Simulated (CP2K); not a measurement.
# K (Im-3m) in CP2K: notebook

Runs on K. Level: LDA. Tasks: single point, equation of state.

Program: CP2K 2026.2. These are calculated values, not measurements. Logs are shortened: lines on timing, memory, paths and dates and some standing lists are left out, and cuts for length are marked.

### Step 1. The crystal as given

The structure is cubic, space group Im-3m (No. 229). The conventional cell has a = 5.395 Å, b = 5.395 Å, c = 5.395 Å, α = 90.00°, β = 90.00°, γ = 90.00°.

### Step 2. Single point, LDA, 78.52 Å³/atom

k_eos.inp

```
&GLOBAL
  PROJECT k_eos
  RUN_TYPE ENERGY_FORCE
  PRINT_LEVEL LOW
&END GLOBAL
&FORCE_EVAL
  METHOD QS
  STRESS_TENSOR ANALYTICAL
  &DFT
    BASIS_SET_FILE_NAME BASIS_MOLOPT_UZH
    POTENTIAL_FILE_NAME GTH_POTENTIALS
    &MGRID
      CUTOFF 450
      REL_CUTOFF 60
      NGRIDS 5
    &END MGRID
    &QS
      METHOD GPW
      EPS_DEFAULT 1.0E-9
    &END QS
    &KPOINTS
      SCHEME MONKHORST-PACK 7 7 7
      GAMMA_CENTERED T
      SYMMETRY T
      SYMMETRY_BACKEND SPGLIB
    &END KPOINTS
    &SCF
      SCF_GUESS ATOMIC
      EPS_SCF 1.0E-6
      MAX_SCF 100
      ADDED_MOS 8
      CHOLESKY OFF
      EPS_EIGVAL 1.0E-7
      &DIAGONALIZATION ON
        ALGORITHM STANDARD
      &END DIAGONALIZATION
      &MIXING ON
        METHOD BROYDEN_MIXING
        ALPHA 0.4
        BETA 1.5
        NBUFFER 8
      &END MIXING
      &SMEAR ON
        METHOD FERMI_DIRAC
        ELECTRONIC_TEMPERATURE [K] 1160.452
      &END SMEAR
    &END SCF
    &XC
      &XC_FUNCTIONAL
        &LDA_X
        &END LDA_X
        &LDA_C_PW
        &END LDA_C_PW
      &END XC_FUNCTIONAL
    &END XC
    &PRINT
      &KPOINTS ON
      &END KPOINTS
      &MULLIKEN ON
      &END MULLIKEN
      &MO ON
        ENERGIES T
        OCCUPATION_NUMBERS T
        &EACH
          QS_SCF 0
        &END EACH
        ADD_LAST NUMERIC
      &END MO
    &END PRINT
  &END DFT
  &SUBSYS
    &CELL
      A 4.6723084073 0.0000000000 0.0000000000
      B -1.5574361358 4.4050946115 0.0000000000
      C -1.5574361358 -2.2025473057 3.8149238396
      PERIODIC XYZ
    &END CELL
    &COORD
      SCALED
      K   0.0000000000 0.0000000000 0.0000000000
    &END COORD
    &KIND K
      BASIS_SET TZVP-MOLOPT-PBE-GTH-q9
      POTENTIAL GTH-PADE-q9
    &END KIND
    &PRINT
      &ATOMIC_COORDINATES ON
      &END ATOMIC_COORDINATES
      &CELL ON
      &END CELL
    &END PRINT
  &END SUBSYS
  &PRINT
    &FORCES ON
    &END FORCES
    &STRESS_TENSOR ON
    &END STRESS_TENSOR
  &END PRINT
&END FORCE_EVAL
```

Potentials or basis: GTH_POTENTIALS K GTH-PADE-q9; TZVP-MOLOPT-PBE-GTH basis.

Launch:

```sh
OMP_NUM_THREADS=1 cp2k.psmp -i k_eos.inp -o k_eos.out
```

k_eos.out:

```text

 CP2K| version string:                                       CP2K version 2026.2
 CP2K| Input file name                                                 k_eos.inp

 GLOBAL| Force Environment number                                              1
 GLOBAL| Basis set file name                                    BASIS_MOLOPT_UZH
 GLOBAL| Potential file name                                      GTH_POTENTIALS
 GLOBAL| MM Potential file name                                     MM_POTENTIAL
 GLOBAL| Coordinate file name                                      __STD_INPUT__
 GLOBAL| Method name                                                        CP2K
 GLOBAL| Project name                                                      k_eos
 GLOBAL| Run type                                                   ENERGY_FORCE
 GLOBAL| FFT library                                                       FFTW3
[... 6 lines left out ...]
 GLOBAL| Total number of message passing processes                             1
 GLOBAL| Number of threads for this process                                    1
 GLOBAL| CPU model name                                                  UNKNOWN

 CELL| Volume [angstrom^3]:                                            78.518612
 CELL| Vector a [angstrom]:       4.672     0.000     0.000   |a| =     4.672308
 CELL| Vector b [angstrom]:      -1.557     4.405     0.000   |b| =     4.672308
 CELL| Vector c [angstrom]:      -1.557    -2.203     3.815   |c| =     4.672308
 CELL| Angle (b,c), alpha [degree]:                                   109.471221
 CELL| Angle (a,c), beta  [degree]:                                   109.471221
 CELL| Angle (a,b), gamma [degree]:                                   109.471221
 CELL| Numerically orthorhombic:                                              NO
 CELL| Periodicity                                                           XYZ

 CELL_REF| Volume [angstrom^3]:                                        78.518612
 CELL_REF| Vector a [angstrom     4.672     0.000     0.000   |a| =     4.672308
 CELL_REF| Vector b [angstrom    -1.557     4.405     0.000   |b| =     4.672308
 CELL_REF| Vector c [angstrom    -1.557    -2.203     3.815   |c| =     4.672308
 CELL_REF| Angle (b,c), alpha [degree]:                               109.471221
 CELL_REF| Angle (a,c), beta  [degree]:                               109.471221
 CELL_REF| Angle (a,b), gamma [degree]:                               109.471221
 CELL_REF| Numerically orthorhombic:                                          NO
 CELL_REF| Periodicity                                                       XYZ
[... 9 lines left out ...]
 TOTAL NUMBERS AND MAXIMUM NUMBERS

  Total number of            - Atomic kinds:                                   1
                             - Atoms:                                          1
                             - Shell sets:                                     1
                             - Shells:                                         8
                             - Primitive Cartesian functions:                  6
                             - Cartesian basis functions:                     19
                             - Spherical basis functions:                     18

  Maximum angular momentum of- Orbital basis functions:                        2
                             - Local part of the GTH pseudopotential:          2
                             - Non-local part of the GTH pseudopotential:      3

 MODULE QUICKSTEP: ATOMIC COORDINATES IN ANGSTROM

   Atom Kind Element         X             Y             Z       Z(eff)     Mass
      1    1 K    19      0.000000      0.000000      0.000000   9.0000  39.0983

 SCF PARAMETERS         Density guess:                                    ATOMIC
[... 9 lines left out ...]
                        --------------------------------------------------------
                        level_shift [a.u.]:                             0.000000
                        added MOs                                         8    0
                        --------------------------------------------------------
                        Mixing method:                            BROYDEN_MIXING
                                                charge density mixing in g-space
                        --------------------------------------------------------
                        Smear method:                                FERMI_DIRAC
                        Electronic temperature [K]:                       1160.5
                        Electronic temperature [a.u.]:                  3.67E-03
                        Accuracy threshold:                             1.00E-10
                        --------------------------------------------------------
                        No outer SCF

[... 10 lines left out ...]
 BRILLOUIN| Wavefunction type                                            COMPLEX
 BRILLOUIN| List of Kpoints [2 Pi/Bohr]                                       20
 BRILLOUIN| Number           Weight            X              Y              Z
 BRILLOUIN|     1           0.02332       -0.42857       -0.42857       -0.42857
 BRILLOUIN|     2           0.06997       -0.42857       -0.42857       -0.28571
 BRILLOUIN|     3           0.06997       -0.42857       -0.42857       -0.14286
 BRILLOUIN|     4           0.01749       -0.42857       -0.42857        0.42857
 BRILLOUIN|     5           0.06997       -0.42857       -0.28571       -0.28571
 BRILLOUIN|     6           0.06997       -0.42857       -0.28571       -0.14286
[... 12 lines left out ...]
 BRILLOUIN|    19           0.03499       -0.14286        0.00000        0.00000
 BRILLOUIN|    20           0.00292        0.00000        0.00000        0.00000
 *******************************************************************************

 Extrapolation method: initial_guess

 Number of electrons:                                                          9
 Number of occupied orbitals:                                                  5
 Number of molecular orbitals:                                                13

 Number of orbital functions:                                                 18
 Number of independent orbital functions:                                     18

 SCF WAVEFUNCTION OPTIMIZATION

  Step     Update method      Time    Convergence         Total energy    Change
  ------------------------------------------------------------------------------
     1 NoMix/Diag. 0.40E+00    0.5     0.33877955       -28.2476433527 -2.82E+01
     2 Broy./Diag. 0.40E+00    0.6     0.00413419       -28.3710956683 -1.23E-01
     3 Broy./Diag. 0.40E+00    0.6     0.00953054       -28.2801517036  9.09E-02
     4 Broy./Diag. 0.40E+00    0.6     0.00279314       -28.2407985830  3.94E-02
     5 Broy./Diag. 0.40E+00    0.6     0.00069718       -28.2365808675  4.22E-03
     6 Broy./Diag. 0.40E+00    0.6     0.00012353       -28.2378317148 -1.25E-03
     7 Broy./Diag. 0.40E+00    0.6     0.00001460       -28.2379259856 -9.43E-05
     8 Broy./Diag. 0.40E+00    0.6     0.00002996       -28.2377810562  1.45E-04
     9 Broy./Diag. 0.40E+00    0.6     0.00000277       -28.2377237628  5.73E-05
    10 Broy./Diag. 0.40E+00    0.6     0.00000293       -28.2377282263 -4.46E-06
    11 Broy./Diag. 0.40E+00    0.6     0.00000110       -28.2377387462 -1.05E-05
    12 Broy./Diag. 0.40E+00    0.6     0.00000018       -28.2377428068 -4.06E-06

  *** SCF run converged in    12 steps ***

  Electronic density on regular grids:         -8.9999999935        0.0000000065
  Core density on regular grids:                8.9999999947       -0.0000000053
  Total charge density on r-space grids:        0.0000000012
  Total charge density g-space grids:           0.0000000012

  Overlap energy of the core charge distribution:               0.00000000000000
  Self energy of the core charge distribution:                -57.12419533421033
  Core Hamiltonian energy:                                     13.33360817234814
  Hartree energy:                                              19.73053768839953
  Exchange-correlation energy:                                 -4.17674336683238
  Electronic entropic energy:                                  -0.00094996636927
  Fermi energy:                                                 0.03300488295978

  Total energy:                                               -28.23774280675454
  Total energy (extrapolated to T->0):                        -28.23726782356991

 MO| EIGENVALUES AND OCCUPATION NUMBERS FOR K POINT 1
 MO|
 MO|  Index      Eigenvalue [a.u.]        Eigenvalue [eV]             Occupation
 MO|      1              -1.163887             -31.670966               2.000000
 MO|      2              -0.548982             -14.938554               2.000000
 MO|      3              -0.548982             -14.938554               2.000000
 MO|      4              -0.548541             -14.926554               2.000000
 MO|      5               0.088293               2.402565               0.000001
 MO|      6               0.088293               2.402565               0.000001
 MO|      7               0.119654               3.255940               0.000000
 MO|      8               0.183842               5.002602               0.000000
 MO|      9               0.183842               5.002602               0.000000
 MO|     10               0.234075               6.369515               0.000000
 MO|     11               0.259606               7.064235               0.000000
 MO|     12               0.259606               7.064235               0.000000
 MO|     13               0.281393               7.657089               0.000000
[... 235 lines left out ...]
 MO|      2              -0.548682             -14.930393               2.000000
 MO|      3              -0.548421             -14.923307               2.000000
 MO|      4              -0.548421             -14.923307               2.000000
 MO|      5               0.022895               0.623018               1.879929
 MO|      6               0.138506               3.768941               0.000000
 MO|      7               0.156891               4.269219               0.000000
 MO|      8               0.156891               4.269219               0.000000
 MO|      9               0.199522               5.429272               0.000000
 MO|     10               0.222925               6.066090               0.000000
 MO|     11               0.273312               7.437207               0.000000
 MO|     12               0.295623               8.044309               0.000000
 MO|     13               0.295623               8.044309               0.000000
 MO| Sum:                                                               9.879929
 MO| E(Fermi):            0.033005 a.u.          0.898109 eV

 [... the levels of further k-points ...]

 !-----------------------------------------------------------------------------!
                     Mulliken Population Analysis

 #  Atom  Element  Kind  Atomic population                           Net charge
       1     K        1          9.000000                             -0.000000
 # Total charge                              9.000000                 -0.000000

 !-----------------------------------------------------------------------------!

 ENERGY| Total FORCE_EVAL ( QS ) energy [hartree]            -28.237743393303440

 FORCES| Atomic forces [hartree/bohr]
 FORCES|   Atom     x               y               z               |f|
 FORCES|      1  1.40684311E-14  1.40201223E-14 -5.22657943E-14   5.59124122E-14
 FORCES| Sum     1.40684311E-14  1.40201223E-14 -5.22657943E-14
 FORCES| Total atomic force                                       5.59124122E-14

 STRESS| Analytical stress tensor [bar]
 STRESS|                        x                   y                   z
 STRESS|      x       -6.73072805344E+03  -2.83472244078E-04  -4.92814972974E-04
 STRESS|      y       -2.83472244078E-04  -6.73072825316E+03  -6.95022845085E-04
 STRESS|      z       -4.92814972974E-04  -6.95022845085E-04  -6.73072905563E+03
 STRESS| 1/3 Trace                                            -6.73072845408E+03
 STRESS| Determinant                                          -3.04920209107E+11

 STRESS| Eigenvectors and eigenvalues of the analytical stress tensor [bar]
 STRESS|                        1                   2                   3
 STRESS| Eigenvalues  -6.73072965832E+03  -6.73072785275E+03  -6.73072785116E+03
 STRESS|      x           0.334030771479      0.816169023631      0.471478067962
 STRESS|      y           0.471086615568     -0.577812991453      0.666490470706
 STRESS|      z           0.816395029589     -0.000521318763     -0.577493622379
```

It took 8.9 s on 1 thread of Arm Neoverse V2, shared host; peak memory 0.28 GiB.

What came out:

```
Free energy            : -768.3881 eV
Pressure               : -0.7 GPa
Band gap on the k mesh : none (metal or under the smearing width)
```

Caveat: the basis of atomic orbitals isn't converged, which shifts pressures, moduli and gaps.

### Step 3. Single point, LDA, 76.95 Å³/atom (volume scaled by 0.98)

Changes to k_eos.inp since step 2:

```diff
@@ -11,2 +11,3 @@
     POTENTIAL_FILE_NAME GTH_POTENTIALS
+    WFN_RESTART_FILE_NAME previous-RESTART.kp
     &MGRID
@@ -27,3 +28,3 @@
     &SCF
-      SCF_GUESS ATOMIC
+      SCF_GUESS RESTART
       EPS_SCF 1.0E-6
@@ -72,5 +73,5 @@
     &CELL
-      A 4.6723084073 0.0000000000 0.0000000000
-      B -1.5574361358 4.4050946115 0.0000000000
-      C -1.5574361358 -2.2025473057 3.8149238396
+      A 4.6409496879 0.0000000000 0.0000000000
+      B -1.5469832293 4.3755293273 0.0000000000
+      C -1.5469832293 -2.1877646636 3.7893195524
       PERIODIC XYZ
```

Potentials or basis: GTH_POTENTIALS K GTH-PADE-q9; TZVP-MOLOPT-PBE-GTH basis.

Launch:

```sh
OMP_NUM_THREADS=1 cp2k.psmp -i k_eos.inp -o k_eos.out
```

Run time: 6.6 s. Hardware: 1 thread of Arm Neoverse V2, shared host; peak memory 0.28 GiB.

Results (log left out):

- Free energy: -768.3945 eV
- Pressure: -0.6 GPa
- Band gap on the k mesh: none (metal or under the smearing width)

Caveat: the basis of atomic orbitals isn't converged, which shifts pressures, moduli and gaps.

### Step 4. Single point, LDA, 80.09 Å³/atom (volume scaled by 1.02)

Changes to k_eos.inp since step 3:

```diff
@@ -73,5 +73,5 @@
     &CELL
-      A 4.6409496879 0.0000000000 0.0000000000
-      B -1.5469832293 4.3755293273 0.0000000000
-      C -1.5469832293 -2.1877646636 3.7893195524
+      A 4.7032517489 0.0000000000 0.0000000000
+      B -1.5677505830 4.4342682737 0.0000000000
+      C -1.5677505830 -2.2171341368 3.8401889722
       PERIODIC XYZ
```

Launch:

```sh
OMP_NUM_THREADS=1 cp2k.psmp -i k_eos.inp -o k_eos.out
```

It took 6 s on 1 thread of Arm Neoverse V2, shared host; peak memory 0.29 GiB.

The run converged. Its results:

```
Free energy            : -768.3813 eV
Pressure               : -0.7 GPa
Band gap on the k mesh : none (metal or under the smearing width)
```

Caveat: the basis of atomic orbitals isn't converged, which shifts pressures, moduli and gaps.

### Step 5. Single point, LDA, 75.38 Å³/atom (volume scaled by 0.96)

Changes to k_eos.inp since step 4:

```diff
@@ -73,5 +73,5 @@
     &CELL
-      A 4.7032517489 0.0000000000 0.0000000000
-      B -1.5677505830 4.4342682737 0.0000000000
-      C -1.5677505830 -2.2171341368 3.8401889722
+      A 4.6091613636 0.0000000000 0.0000000000
+      B -1.5363871212 4.3455590078 0.0000000000
+      C -1.5363871212 -2.1727795038 3.7633644943
       PERIODIC XYZ
```

Launch:

```sh
OMP_NUM_THREADS=1 cp2k.psmp -i k_eos.inp -o k_eos.out
```

Run time: 8.1 s. Hardware: 1 thread of Arm Neoverse V2, shared host; peak memory 0.28 GiB.

Results (log left out):

- Free energy: -768.4005 eV
- Pressure: -0.6 GPa
- Band gap on the k mesh: none (metal or under the smearing width)

Caveat: the basis of atomic orbitals isn't converged, which shifts pressures, moduli and gaps.

### Step 6. Single point, LDA, 81.66 Å³/atom (volume scaled by 1.04)

Changes to k_eos.inp since step 5:

```diff
@@ -73,5 +73,5 @@
     &CELL
-      A 4.6091613636 0.0000000000 0.0000000000
-      B -1.5363871212 4.3455590078 0.0000000000
-      C -1.5363871212 -2.1727795038 3.7633644943
+      A 4.7337932004 0.0000000000 0.0000000000
+      B -1.5779310668 4.4630630304 0.0000000000
+      C -1.5779310668 -2.2315315151 3.8651259629
       PERIODIC XYZ
```

Potentials or basis: GTH_POTENTIALS K GTH-PADE-q9; TZVP-MOLOPT-PBE-GTH basis.

Launch:

```sh
OMP_NUM_THREADS=1 cp2k.psmp -i k_eos.inp -o k_eos.out
```

It took 7.8 s on 1 thread of Arm Neoverse V2, shared host; peak memory 0.31 GiB.

The run converged. Its results:

* Free energy: -768.3743 eV
* Pressure: -0.7 GPa
* Band gap on the k mesh: none (metal or under the smearing width)

Caveat: the basis of atomic orbitals isn't converged, which shifts pressures, moduli and gaps.

### Step 7. Single point, LDA, 73.81 Å³/atom (volume scaled by 0.94)

Changes to k_eos.inp since step 6:

```diff
@@ -73,5 +73,5 @@
     &CELL
-      A 4.7337932004 0.0000000000 0.0000000000
-      B -1.5779310668 4.4630630304 0.0000000000
-      C -1.5779310668 -2.2315315151 3.8651259629
+      A 4.5769284114 0.0000000000 0.0000000000
+      B -1.5256428038 4.3151694890 0.0000000000
+      C -1.5256428038 -2.1575847445 3.7370463991
       PERIODIC XYZ
```

Launch:

```sh
OMP_NUM_THREADS=1 cp2k.psmp -i k_eos.inp -o k_eos.out
```

It took 8.2 s on 1 thread of Arm Neoverse V2, shared host; peak memory 0.28 GiB.

The run converged. Its results:

* Free energy: -768.4061 eV
* Pressure: -0.5 GPa
* Band gap on the k mesh: none (metal or under the smearing width)

Caveat: the basis of atomic orbitals isn't converged, which shifts pressures, moduli and gaps.

### Step 8. Single point, LDA, 83.23 Å³/atom (volume scaled by 1.06)

Changes to k_eos.inp since step 7:

```diff
@@ -73,5 +73,5 @@
     &CELL
-      A 4.5769284114 0.0000000000 0.0000000000
-      B -1.5256428038 4.3151694890 0.0000000000
-      C -1.5256428038 -2.1575847445 3.7370463991
+      A 4.7639455624 0.0000000000 0.0000000000
+      B -1.5879818542 4.4914909499 0.0000000000
+      C -1.5879818542 -2.2457454749 3.8897452634
       PERIODIC XYZ
```

Launch:

```sh
OMP_NUM_THREADS=1 cp2k.psmp -i k_eos.inp -o k_eos.out
```

Wall time 7.6 s (1 thread of Arm Neoverse V2, shared host); peak memory 0.31 GiB.

Results (log left out):

- Free energy: -768.3669 eV
- Pressure: -0.8 GPa
- Band gap on the k mesh: none (metal or under the smearing width)

Caveat: the basis of atomic orbitals isn't converged, which shifts pressures, moduli and gaps.

### Step 9. Equation of state, LDA

Potentials or basis: GTH_POTENTIALS K GTH-PADE-q9; TZVP-MOLOPT-PBE-GTH basis.

This step only gathers the single runs of the series.

What came out:

```yaml
Equilibrium_volume: outside the volumes run
```

Energy against volume, from the lowest point:
| volume (Å³/atom) | energy (meV/atom) |
| --- | --- |
| 73.807 | 0.00 |
| 75.378 | 5.57 |
| 76.948 | 11.59 |
| 78.519 | 18.00 |
| 80.089 | 24.74 |
| 81.659 | 31.82 |
| 83.230 | 39.19 |

Caveat: the basis of atomic orbitals isn't converged, which shifts pressures, moduli and gaps.
